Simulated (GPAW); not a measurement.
Crystal: CuO.

```
CELL_PARAMETERS angstrom
4.16094 0.00000 0.00000
0.00000 4.16094 0.00000
0.00000 0.00000 3.88764
ATOMIC_POSITIONS crystal
Cu 0.50000 0.00000 0.50000
Cu 0.00000 0.50000 0.50000
Cu 0.00000 0.00000 0.00000
O 0.00000 0.00000 0.50000
O 0.50000 0.00000 0.00000
O 0.00000 0.50000 0.00000
```

Measurements of this composition are mostly on another form, of space group No. 15.

| Quantity | Value |
| --- | --- |
| Program | GPAW 26.7.0 |
| Task | relaxation of cell and atoms |
| Functional | PBE |
| Potentials or basis | GPAW PAW data sets (gpaw-data 1.2.1) |
| Cutoff | 800 eV |
| Basis | pw |
| k mesh | 4 × 4 × 4 |
| Occupations | fermi-dirac, width 0.05 eV |
| Spin | no spin polarisation |

At the start: pressure 3.8 GPa; volume 11.22 Å³/atom.

Question: How do energy, volume and symmetry change on relaxing?

Answer: Over 9 steps the energy falls by 4.7 meV/atom and the volume is 11.59 Å³/atom (+3.3 %); space group P4/mmm (No. 123, to 0.05 Å).

The path:
| step | energy change (eV) | largest force (eV/Å) | pressure (GPa) | volume (Å³) |
| --- | --- | --- | --- | --- |
| 1 | 0.0000 | 0.0000 | 3.77 | 67.31 |
| 2 | -0.0035 | 0.0000 | 3.45 | 67.44 |
| 3 | -0.0241 | 0.0000 | 0.23 | 68.80 |
| 4 | -0.0244 | 0.0000 | 0.12 | 68.86 |
| 5 | -0.0251 | 0.0000 | -0.12 | 69.00 |
| 6 | -0.0262 | 0.0000 | -0.37 | 69.20 |
| 7 | -0.0277 | 0.0000 | -0.54 | 69.45 |
| 8 | -0.0284 | 0.0000 | -0.40 | 69.58 |
| 9 | -0.0284 | 0.0000 | -0.14 | 69.51 |

Final structure:
```
Cu O
1.0
     4.22350    0.00000    0.00000
     0.00000    4.22350    0.00000
     0.00000    0.00000    3.89699
Cu O
3 3
Direct
  0.50000 0.00000 0.50000
  0.00000 0.50000 0.50000
  0.00000 0.00000 0.00000
  0.00000 0.00000 0.50000
  0.50000 0.00000 0.00000
  0.00000 0.50000 0.00000
```

Caveat: the k mesh is coarse (spacing up to 0.40 Å⁻¹), so the values aren't converged; with this Cu data set, volumes or pressures lay over 1.5 % or 2 GPa off other programs in two to four cells of ten; later steps reuse the first step's grids; an odd number of electrons without spin polarisation forces a metal; a magnetic or distorted state may lie lower; the run has no spin polarisation, though such a crystal can be magnetic.
